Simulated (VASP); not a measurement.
# MnO (Fm-3m) in VASP: a series of runs

Runs on MnO. Level: PBE0(alpha). Tasks: single point.

Everything below comes from runs of VASP 6.6.1. Logs are shortened: lines on timing, memory, paths and dates and some standing lists are left out, and cuts for length are marked.

## (1) The crystal as given

The structure is cubic, space group Fm-3m (No. 225). Conventional cell: a = 4.444 Å, b = 4.444 Å, c = 4.444 Å, α = 90.00°, β = 90.00°, γ = 90.00°. Mn (site symmetry m-3m) is surrounded by 6 O at 2.22 Å. O (site symmetry m-3m) is surrounded by 6 Mn at 2.22 Å.

## (2) Single point, PBE0(alpha), collinear spin, ferromagnetic start

Input file POSCAR:

```
MnO
1.0
    0.0000000000      2.2220003300      2.2220003300
    2.2220003300      0.0000000000      2.2220003300
    2.2220003300      2.2220003300      0.0000000000
Mn O
1 1
Direct
    0.0000000000      0.0000000000      0.0000000000
    0.5000000000      0.5000000000      0.5000000000
```

Input file INCAR.step1:

```
PREC = Accurate ; ENCUT = 520
EDIFF = 1E-5 ; ISMEAR = -1
SIGMA = 0.05 ; LREAL = False
LASPH = True ; NELM = 100
ALGO = Normal ; ISIF = 2
LWAVE = True ; LCHARG = False
ISPIN = 2 ; MAGMOM = 4 0
LORBIT = 11 ; LMAXMIX = 4
NBANDS = 20 ; GGA = PE
```

Input file INCAR.step2:

```
PREC = Accurate ; ENCUT = 520
EDIFF = 1E-6 ; ISMEAR = -1
SIGMA = 0.05 ; LREAL = False
LASPH = True ; NELM = 100
ALGO = Normal ; ISIF = 2
LWAVE = False ; LCHARG = False
ISPIN = 2 ; MAGMOM = 4 0
LORBIT = 11 ; LMAXMIX = 4
GGA = PE ; LHFCALC = True
AEXX = 0.25 ; PRECFOCK = Fast
HFRCUT = -1 ; NBANDS = 20
ISTART = 1
```

Input file KPOINTS:

```
Automatic mesh
0
Gamma
  5 5 5
```

Potentials or basis: VASP PAW PBE potentials, release 64 (Mn_pv, O).

Command:

```bash
cat potpaw_PBE.64/Mn_pv/POTCAR potpaw_PBE.64/O/POTCAR > POTCAR
cp INCAR.step1 INCAR
mpirun -np 1 vasp_std > vasp.out
cp INCAR.step2 INCAR
mpirun -np 1 vasp_std > vasp.out
```

OUTCAR:

```text
PREC = Accurate
   ENCUT = 520
   EDIFF = 1E-6
   ISMEAR = -1
   LREAL = False
   LASPH = True
   NELM = 100
   ISIF = 2
   ISPIN = 2
   LORBIT = 11
   GGA = PE
   LHFCALC = True
   AEXX = 0.25
   PRECFOCK = Fast
   ISTART = 1

 ion  position               nearest neighbor table
   1  0.000  0.000  0.000-   2 2.22   2 2.22   2 2.22   2 2.22   2 2.22   2 2.22
   2  0.500  0.500  0.500-   1 2.22   1 2.22   1 2.22   1 2.22   1 2.22   1 2.22

  LATTYP: Found a face centered cubic cell.
 ALAT       =     4.4440006600

  Lattice vectors:

 A1 = (   0.0000000000,   2.2220003300,   2.2220003300)
 A2 = (   2.2220003300,   0.0000000000,   2.2220003300)
 A3 = (   2.2220003300,   2.2220003300,   0.0000000000)

Analysis of symmetry for initial positions (statically):
=====================================================================
 Subroutine PRICEL returns:
 Original cell was already a primitive cell.

 Routine SETGRP: Setting up the symmetry group for a
 face centered cubic supercell.

 Subroutine GETGRP returns: Found 48 space group operations
 (whereof 48 operations were pure point group operations)
 out of a pool of 48 trial point group operations.

The static configuration has the point symmetry O_h .

Analysis of symmetry for dynamics (positions and initial velocities):
=====================================================================
 Subroutine PRICEL returns:
 Original cell was already a primitive cell.

 Routine SETGRP: Setting up the symmetry group for a
 face centered cubic supercell.

 Subroutine GETGRP returns: Found 48 space group operations
 (whereof 48 operations were pure point group operations)
 out of a pool of 48 trial point group operations.

The dynamic configuration has the point symmetry O_h .

Analysis of structural, dynamic, and magnetic symmetry:
=====================================================================
 Subroutine PRICEL returns:
 Original cell was already a primitive cell.

 Routine SETGRP: Setting up the symmetry group for a
 face centered cubic supercell.

 Subroutine GETGRP returns: Found 48 space group operations
 (whereof 48 operations were pure point group operations)
 out of a pool of 48 trial point group operations.

The overall configuration has the point symmetry O_h .

 Subroutine INISYM returns: Found 48 space group operations
 (whereof 48 operations are pure point group operations),
 and found     1 'primitive' translations

----------------------------------------------------------------------------------------

                                     Primitive cell

  volume of cell :      21.9413

  direct lattice vectors                    reciprocal lattice vectors
     0.000000000  2.222000330  2.222000330    -0.225022469  0.225022469  0.225022469
     2.222000330  0.000000000  2.222000330     0.225022469 -0.225022469  0.225022469
     2.222000330  2.222000330  0.000000000     0.225022469  0.225022469 -0.225022469

  length of vectors
     3.142383002  3.142383002  3.142383002     0.389750349  0.389750349  0.389750349

  position of ions in fractional coordinates (direct lattice)
     0.000000000  0.000000000  0.000000000
     0.500000000  0.500000000  0.500000000

  ion indices of the primitive-cell ions
   primitive index   ion index
                 1           1
                 2           2

----------------------------------------------------------------------------------------

 KPOINTS: Automatic mesh

Automatic generation of k-mesh.
 Grid dimensions read from file:
 generate k-points for:    5    5    5

 Generating k-lattice:

  Cartesian coordinates                     Fractional coordinates (reciprocal lattice)
    -0.045004494  0.045004494  0.045004494     0.200000000  0.000000000  0.000000000
     0.045004494 -0.045004494  0.045004494     0.000000000  0.200000000  0.000000000
     0.045004494  0.045004494 -0.045004494     0.000000000  0.000000000  0.200000000

  Length of vectors
     0.077950070  0.077950070  0.077950070

  Shift w.r.t. Gamma in fractional coordinates (k-lattice)
     0.000000000  0.000000000  0.000000000

 Subroutine IBZKPT returns following result:
 ===========================================

 Found     10 irreducible k-points:

 Following reciprocal coordinates:
            Coordinates               Weight
  0.000000  0.000000  0.000000      1.000000
  0.200000  0.000000  0.000000      8.000000
  0.400000  0.000000  0.000000      8.000000
  0.200000  0.200000  0.000000      6.000000
  0.400000  0.200000  0.000000     24.000000
 -0.400000  0.200000  0.000000     24.000000
 -0.200000  0.200000  0.000000     12.000000
  0.400000  0.400000  0.000000      6.000000
 -0.400000  0.400000  0.000000     12.000000
 -0.400000  0.400000  0.200000     24.000000
   k-points           NKPTS =     10   k-points in BZ     NKDIM =    125   number of bands    NBANDS=     20
   number of dos      NEDOS =    301   number of ions     NIONS =      2
   total plane-waves  NPLWV =  13824
   dimension x,y,z NGX =    24 NGY =   24 NGZ =   24
   dimension x,y,z NGXF=    48 NGYF=   48 NGZF=   48
   ions per type =               1   1
   NGX,Y,Z   is equivalent  to a cutoff of  12.70, 12.70, 12.70 a.u.
   NGXF,Y,Z  is equivalent  to a cutoff of  25.39, 25.39, 25.39 a.u.
 SYSTEM =  unknown system
   PREC   = accura    normal or accurate (medium, high low for compatibility)
   ISTART =      1    job   : 0-new  1-cont  2-samecut
   ICHARG =      0    charge: 1-file 2-atom 10-const
   ISPIN  =      2    spin polarized calculation?
   LNONCOLLINEAR =      F non collinear calculations
   LSORBIT =      F    spin-orbit coupling
   LASPH  =      T    aspherical Exc in radial PAW
   ENCUT  =  520.0 eV  38.22 Ry    6.18 a.u.   5.84  5.84  5.84*2*pi/ulx,y,z
   NELM   =    100;   NELMIN=  2; NELMDL=  0     # of ELM steps
   EDIFF  = 0.1E-05   stopping-criterion for ELM
   LREAL  =      F    real-space projection
   EDIFFG = 0.1E-04   stopping-criterion for IOM
   NSW    =      0    number of steps for IOM
   IBRION =     -1    ionic relax: 0-MD 1-quasi-New 2-CG
   NFREE  =      0    steps in history (QN), initial steepest desc. (CG)
   ISIF   =      2    stress and relaxation
   ISYM   =      3    0-nonsym 1-usesym 2-fastsym
   POTIM  = 0.5000    time-step for ionic-motion
   TEBEG  =    0.0;   TEEND  =   0.0 temperature during run
   PSTRESS=    0.0 pullay stress
   NELECT =      19.0000    total number of electrons
   NUPDOWN=      -1.0000    fix difference up-down
   EMIN   =  10.00;   EMAX   =-10.00  energy-range for DOS
   EFERMI =   0.00;   METHOD = LEGACY
   ISMEAR =    -1;   SIGMA  =   0.05  broadening in eV -4-tet -1-fermi 0-gaus
   EFERMI_NEDOS =   21; number of points for ismear=-14 and -15
   IALGO  =     38    algorithm
   IMIX   =      1    mixing-type and parameters
     AMIX     =   0.40;   BMIX     =  1.00
     AMIX_MAG =   1.60;   BMIX_MAG =  1.00
  volume/ion in A,a.u.               =      10.97        74.03
  Fermi-wavevector in a.u.,A,eV,Ry     =   1.560409  2.948746 33.128523  2.434878
  Thomas-Fermi vector in A             =   2.663626
   LORBIT       =     11    0 simple, 1 ext, 2 COOP (PROOUT), +10 PAW based schemes
   GGA     = PE    functional components
   LHFCALC =     T    Hartree Fock is set to
   PRECFOCK=fast      Normal, Fast or Accurate (Low or Medium for compatibility)
   ENCUT4O =  -1.0   cutoff for four orbital integrals eV
   NKREDX  =     1    reduce k-point grid by
   NKREDY  =     1    reduce k-point grid by
   NKREDZ  =     1    reduce k-point grid by
   AEXX    =    0.2500 exact exchange contribution
   HFSCREEN=    0.0000 screening length (either q_TF or 0.3 A-1)
   HFSCREENC=   0.0000 screening length for correlation (either q_TF or 0.3 A-1)
   ENCUTFOCK=  -1.0 apply spherical cutoff to Coloumb kernel
   IVDW    =     0    specifies the selected vdW correction
   LEPSILON=     F    determine dielectric tensor
   LRPA    =     F    only Hartree local field effects (RPA)
 spin polarized calculation
  energy-cutoff  :      520.00
  volume of cell :       21.94
 maximum number of plane-waves:       609
  NGX = 14; NGY = 14; NGZ = 14

 number of electron      18.9999992 magnetization       5.0014690

 Free energy of the ion-electron system (eV)
  ---------------------------------------------------
  ext. energy  EPLUGINS =         0.00000000
  ---------------------------------------------------
  free energy    TOTEN  =       -25.47686820 eV

  energy without entropy =      -25.47686820  energy(sigma->0) =      -25.47686820

 E-fermi :   6.8345     XC(G=0):  -9.2677

 val. band max:        5.6346210028   @ k =   0.4000   0.0000   0.0000
 cond. band min:       7.8265613719   @ k =   0.0000   0.0000   0.0000
 fundamental gap:      2.1919403691
 Fermi energy:         6.8344882688

 spin component 1

 k-point     1 :       0.0000    0.0000    0.0000
  band No.  band energies     occupation
      1     -47.8838      1.00000
      2     -47.8838      1.00000
      3     -47.8838      1.00000
      4     -15.7046      1.00000
      5       1.7810      1.00000
      6       1.7810      1.00000
[... 12 lines left out ...]
     19      28.9871      0.00000
     20      28.9871      0.00000

 k-point     2 :       0.2000    0.0000    0.0000
  band No.  band energies     occupation
      1     -47.9073      1.00000
      2     -47.8869      1.00000
      3     -47.8869      1.00000
      4     -15.3700      1.00000
      5      -0.2002      1.00000
      6       0.4179      1.00000
[... 12 lines left out ...]
     19      27.9659      0.00000
     20      32.1608      0.00000
[... 142 lines left out ...]
      2     -47.9188      1.00000
      3     -47.9054      1.00000
      4     -14.6548      1.00000
      5      -1.0577      1.00000
      6      -0.5427      1.00000
[... 12 lines left out ...]
     19      34.4818      0.00000
     20      35.2401      0.00000

 k-point    10 :      -0.4000    0.4000    0.2000
  band No.  band energies     occupation
      1     -47.9338      1.00000
      2     -47.9189      1.00000
      3     -47.9045      1.00000
      4     -14.6521      1.00000
      5      -1.3809      1.00000
      6      -0.4446      1.00000
[... 12 lines left out ...]
     19      35.3662      0.00000
     20      35.4770      0.00000
 Fermi energy:         6.8344882688

 spin component 2

 k-point     1 :       0.0000    0.0000    0.0000
  band No.  band energies     occupation
      1     -41.0922      1.00000
      2     -41.0922      1.00000
      3     -41.0922      1.00000
      4     -15.1145      1.00000
      5       3.0392      1.00000
      6       3.0392      1.00000
[... 12 lines left out ...]
     19      31.3189      0.00000
     20      31.3189      0.00000

 k-point     2 :       0.2000    0.0000    0.0000
  band No.  band energies     occupation
      1     -41.1248      1.00000
      2     -41.0956      1.00000
      3     -41.0956      1.00000
      4     -14.7791      1.00000
      5       1.1051      1.00000
      6       2.4345      1.00000
[... 12 lines left out ...]
     19      30.0563      0.00000
     20      34.0819      0.00000
[... 143 lines left out ...]
      3     -41.1204      1.00000
      4     -14.0345      1.00000
      5      -0.1824      1.00000
      6       0.8360      1.00000
[... 12 lines left out ...]
     19      36.0258      0.00000
     20      36.0902      0.00000

 k-point    10 :      -0.4000    0.4000    0.2000
  band No.  band energies     occupation
      1     -41.1607      1.00000
      2     -41.1394      1.00000
      3     -41.1186      1.00000
      4     -14.0377      1.00000
      5      -0.2052      1.00000
      6       0.8750      1.00000
[... 12 lines left out ...]
     19      36.1416      0.00000
     20      36.8321      0.00000

------------------------ aborting loop because EDIFF is reached ----------------------------------------

  FORCE on cell =-STRESS in cart. coord.  units (eV):
  Direction    XX          YY          ZZ          XY          YZ          ZX
  --------------------------------------------------------------------------------------
  -------------------------------------------------------------------------------------
  Total        0.2531902      0.2531902      0.2531902      0.0000000      0.0000000     -0.0000000
  in kB       18.4882243     18.4882243     18.4882243      0.0000000      0.0000000     -0.0000000
  external PRESSURE =      18.4882243 kB  Pullay stress =       0.0000000 kB

 VOLUME and BASIS-vectors are now :
 -----------------------------------------------------------------------------
  energy-cutoff  :      520.00
  volume of cell :       21.94
      direct lattice vectors                 reciprocal lattice vectors
     0.000000000  2.222000330  2.222000330    -0.225022469  0.225022469  0.225022469
     2.222000330  0.000000000  2.222000330     0.225022469 -0.225022469  0.225022469
     2.222000330  2.222000330  0.000000000     0.225022469  0.225022469 -0.225022469

 POSITION                                       TOTAL-FORCE (eV/Angst)
 -----------------------------------------------------------------------------------
      0.00000      0.00000      0.00000         0.000000      0.000000      0.000000
      2.22200      2.22200      2.22200         0.000000     -0.000000     -0.000000
 -----------------------------------------------------------------------------------
    total drift:                               -0.000000      0.000001      0.000000

  FREE ENERGIE OF THE ION-ELECTRON SYSTEM (eV)
  ---------------------------------------------------
  free  energy   TOTEN  =       -25.4768681967 eV

  energy  without entropy=      -25.4768681967  energy(sigma->0) =      -25.47686820

 total charge

# of ion       s       p       d       tot
------------------------------------------
    1        0.197   6.177   4.951  11.325
    2        1.556   3.485   0.000   5.041
--------------------------------------------------
tot          1.753   9.662   4.951  16.366

 magnetization (x)

# of ion       s       p       d       tot
------------------------------------------
    1        0.025   0.019   4.541   4.585
    2        0.026   0.174   0.000   0.199
--------------------------------------------------
tot          0.051   0.192   4.541   4.784
```

Run time: 5.9 min. Hardware: 1 thread of Intel Xeon Platinum 8488C (Sapphire Rapids), shared host; peak memory 0.15 GiB.

Results:

```yaml
Free_energy: -25.4769 eV
Pressure: 1.8 GPa
Band_gap_on_the_k_mesh: 2.19 eV, indirect (least direct gap 4.79 eV)
Net_moment: 5.00 μB per cell
Site_moments: Mn +4.58; O +0.20 μB
Valence_electrons_inside_the_program's_atomic_spheres: Mn 11.32; O 5.04
```

Caveat: the k mesh is coarse (spacing up to 0.49 Å⁻¹), so the values aren't converged, least of all with exact exchange; the PAW data sets were made with another functional, which shifts forces and pressure a little; an odd mesh through Γ misses points on the zone boundary, where band edges often lie; a cell with one magnetic atom can't hold antiferromagnetic order, which such compounds often take.

## (3) Single point, PBE0(alpha), collinear spin, ferromagnetic start

POSCAR is that of step 2.

INCAR.step1 is that of step 2.

Changes to INCAR.step2 since step 2:

```diff
@@ -9,3 +9,3 @@
 GGA = PE ; LHFCALC = True
-AEXX = 0.25 ; PRECFOCK = Fast
+AEXX = 0.3 ; PRECFOCK = Fast
 HFRCUT = -1 ; NBANDS = 20
```

KPOINTS is that of step 2.

Potentials or basis: VASP PAW PBE potentials, release 64 (Mn_pv, O).

Command:

```bash
cat potpaw_PBE.64/Mn_pv/POTCAR potpaw_PBE.64/O/POTCAR > POTCAR
cp INCAR.step1 INCAR
mpirun -np 1 vasp_std > vasp.out
cp INCAR.step2 INCAR
mpirun -np 1 vasp_std > vasp.out
```

Wall time 5.1 min (1 thread of Intel Xeon Platinum 8488C (Sapphire Rapids), shared host); peak memory 0.15 GiB.

The run converged. Its results:

```yaml
Free_energy: -27.3357 eV
Pressure: 1.3 GPa
Band_gap_on_the_k_mesh: 2.76 eV, indirect (least direct gap 5.25 eV)
Net_moment: 5.00 μB per cell
Site_moments: Mn +4.60; O +0.19 μB
Valence_electrons_inside_the_program's_atomic_spheres: Mn 11.32; O 5.05
```

Levels at points of the mesh, in eV from the valence-band top:
Spin up:
```
           k point  band 10  band 11  band 12  band 13  band 14  band 15
(0.00, 0.00, 0.00)    -3.18    -3.18    -3.18     2.76    17.48    20.05
```
Spin down:
```csv
k point,band 5,band 6,band 7,band 8,band 9,band 10
"(0.00, 0.00, 0.00)",-2.49,-2.49,-2.49,4.22,5.87,5.87
```

Caveat: the k mesh is coarse (spacing up to 0.49 Å⁻¹), so the values aren't converged, least of all with exact exchange; the PAW data sets were made with another functional, which shifts forces and pressure a little; an odd mesh through Γ misses points on the zone boundary, where band edges often lie; a cell with one magnetic atom can't hold antiferromagnetic order, which such compounds often take.

## (4) Single point, PBE0(alpha), collinear spin, ferromagnetic start

POSCAR is that of step 3.

INCAR.step1 is that of step 3.

Changes to INCAR.step2 since step 3:

```diff
@@ -9,3 +9,3 @@
 GGA = PE ; LHFCALC = True
-AEXX = 0.3 ; PRECFOCK = Fast
+AEXX = 0.4 ; PRECFOCK = Fast
 HFRCUT = -1 ; NBANDS = 20
```

KPOINTS is that of step 3.

Command:

```bash
cat potpaw_PBE.64/Mn_pv/POTCAR potpaw_PBE.64/O/POTCAR > POTCAR
cp INCAR.step1 INCAR
mpirun -np 1 vasp_std > vasp.out
cp INCAR.step2 INCAR
mpirun -np 1 vasp_std > vasp.out
```

It took 5.8 min on 1 thread of Intel Xeon Platinum 8488C (Sapphire Rapids), shared host; peak memory 0.15 GiB.

Results (log left out):

| Property | Result |
| --- | --- |
| Free energy | -31.0810 eV |
| Pressure | -0.1 GPa |
| Band gap on the k mesh | 3.90 eV, indirect (least direct gap 6.20 eV) |
| Net moment | 5.00 μB per cell |
| Site moments | Mn +4.62; O +0.18 μB |
| Valence electrons inside the program's atomic spheres | Mn 11.31; O 5.07 |

Levels at points of the mesh, in eV from the valence-band top:
Spin up:
| k point | band 10 | band 11 | band 12 | band 13 | band 14 | band 15 |
| --- | --- | --- | --- | --- | --- | --- |
| (0.00, 0.00, 0.00) | -3.05 | -3.05 | -3.05 | 3.90 | 18.67 | 21.29 |
Spin down:
```
           k point  band 3  band 4  band 5  band 6  band 7  band 8  band 9  band 10  band 11  band 12
(0.00, 0.00, 0.00)  -47.38  -21.41   -2.30   -2.30   -2.30    5.34    7.51     7.51     7.51     8.38
```

Caveat: the k mesh is coarse (spacing up to 0.49 Å⁻¹), so the values aren't converged, least of all with exact exchange; the PAW data sets were made with another functional, which shifts forces and pressure a little; an odd mesh through Γ misses points on the zone boundary, where band edges often lie; a cell with one magnetic atom can't hold antiferromagnetic order, which such compounds often take.

(Continued in part 2 of 2.)
